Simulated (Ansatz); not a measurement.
Br: relaxation of cell and atoms with PBE

Crystal: Br.

```
Br
1.0
    -1.42349    1.42349    3.57752
     1.42349   -1.42349    3.57752
     1.42349    1.42349   -3.57752
Br
1
Direct
  0.00000 0.00000 0.00000
```

```json
{
  "Program": "Ansatz 0.2.0",
  "Task": "relaxation of cell and atoms",
  "Functional": "PBE",
  "Potentials or basis": "Ansatz PAW",
  "Cutoff": "420 eV (not typed: the program's choice for these potentials)",
  "k mesh": "13 × 13 × 13",
  "Occupations": "fermi-dirac, width 0.05 eV",
  "Spin": "no spin polarisation",
  "Target pressure": "30 GPa",
  "Target pressure (GPa)": "30"
}
```

| Quantity | Value |
| --- | --- |
| Relaxed volume | 18.62 Å³/atom |
| Relaxed cell | a = 3.264 Å, b = 3.264 Å, c = 3.264 Å, α = 132.36°, β = 132.36°, γ = 69.67° |
| Space group after relaxing (to 0.05 Å) | I4/mmm (No. 139) |
| Energy change on relaxing (the enthalpy is what falls) | +672.7 meV/atom |
| Ionic steps | 9 |
| Pressure after relaxing | 30.0 GPa |
| Band gap on the k mesh | none (metal or under the smearing width) |

The path:
```csv
step,energy change (eV),largest force (eV/Å),volume (Å³)
1,0.0000,0.0000,29.00
2,0.1051,0.0000,25.24
3,0.2636,0.0000,22.73
4,0.3909,0.0000,21.07
5,0.5079,0.0000,19.79
6,0.6535,0.0000,18.72
7,0.6712,0.0000,18.62
8,0.6720,0.0000,18.62
9,0.6727,0.0000,18.62
```

Final structure:
```
CELL_PARAMETERS angstrom
-1.31815 1.31815 2.67880
1.31815 -1.31815 2.67880
1.31815 1.31815 -2.67880
ATOMIC_POSITIONS crystal
Br 0.00000 0.00000 0.00000
```

Levels at points of the mesh, in eV from the Fermi level:
```csv
k point,band 1,band 2,band 3,band 4,band 5,band 6,band 7
"(0.00, 0.00, 0.00)",-18.94,-0.86,1.80,1.80,7.92,10.05,12.38
```

Run time: 11 s on 2 threads of Arm Neoverse V2, on a shared host, peak memory 0.32 GiB.

Caveat: the volume moved by over 15 % at a fixed basis, so the end points are rough; the plane-wave basis is chosen anew once the cell has moved, so the energies of steps on either side of that aren't comparable; an odd number of electrons without spin polarisation forces a metal; a magnetic or distorted state may lie lower.
